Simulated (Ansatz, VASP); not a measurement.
**One calculation of AlN, two programs**

The input INCAR:

```
ALGO = Normal ; EDIFF = 1E-6
EDIFFG = -0.005 ; ENCUT = 600
GGA = PS ; IBRION = 2
ISIF = 3 ; ISMEAR = 0
LASPH = T ; LCHARG = F
LREAL = F ; LWAVE = F
NELM = 60 ; NSW = 100
PREC = Accurate ; SIGMA = 0.01
```

Contents of KPOINTS:

```
k-points
0
Gamma
  8 8 5
```

File POSCAR:

```
AlN
1.0
    3.1100000000      0.0000000000      0.0000000000
   -1.5550000000      2.6933390058      0.0000000000
    0.0000000000      0.0000000000      4.9800000000
Al N
2 2
Direct
    0.3333333333      0.6666666667      0.0000000000
    0.6666666667      0.3333333333      0.5000000000
    0.3333333333      0.6666666667      0.3820000000
    0.6666666667      0.3333333333      0.8820000000
```

Input for Ansatz:

```yaml
crystal:
  lattice:
    - [3.11, 0.0, 0.0]
    - [-1.555, 2.6933390058, 0.0]
    - [0.0, 0.0, 4.98]
  atoms:
    - { symbol: Al, position: [0.3333333333, 0.6666666667, 0.0] }
    - { symbol: Al, position: [0.6666666667, 0.3333333333, 0.5] }
    - { symbol: "N", position: [0.3333333333, 0.6666666667, 0.382] }
    - { symbol: "N", position: [0.6666666667, 0.3333333333, 0.882] }
scf:
  occupations: { method: fixed }
  n_extra_bands: 4
output:
  forces: true
  stress: true
  write_density: true
  write_potential: true
  elf: true
  volumetric_format: npy
kpoints:
  mp_grid: { grid: [8, 8, 5] }
hamiltonian:
  xc: pbesol
relax:
  f_tol: 0.005
  max_steps: 120
  cell: {}
```

Alike in both runs: task relaxation of cell and atoms; functional PBEsol; k mesh 8 × 8 × 5; no spin polarisation.

|  | VASP | Ansatz |
| --- | --- | --- |
| version | VASP 6.6.1 | Ansatz 0.2.0 |
| potentials or method | VASP PAW PBE potentials, release 64 (Al, N) | scalar-relativistic, plane waves, PAW |
| plane-wave cutoff (eV) | 600 | 420 |
| occupations | gaussian, width 0.01 eV | fixed |
| valence electrons in the cell | 16 | 16 |

|  | VASP | Ansatz | Ansatz less VASP |
| --- | --- | --- | --- |
| gap on the k mesh at the Fermi level, each at its own relaxed structure (eV) | 4.12 | 4.09 | -0.024 |
| relaxed volume (Å³/atom) | 10.45 | 10.46 | +0.007 |
| relaxed cell length with the largest relative difference (Å) | 3.113 | 3.114 | +0.0008 |

Caveats: the PAW data sets were made with another functional, which shifts forces and pressure a little (VASP). Expect the measured gap to be larger: semilocal functionals such as PBEsol lack the derivative discontinuity.
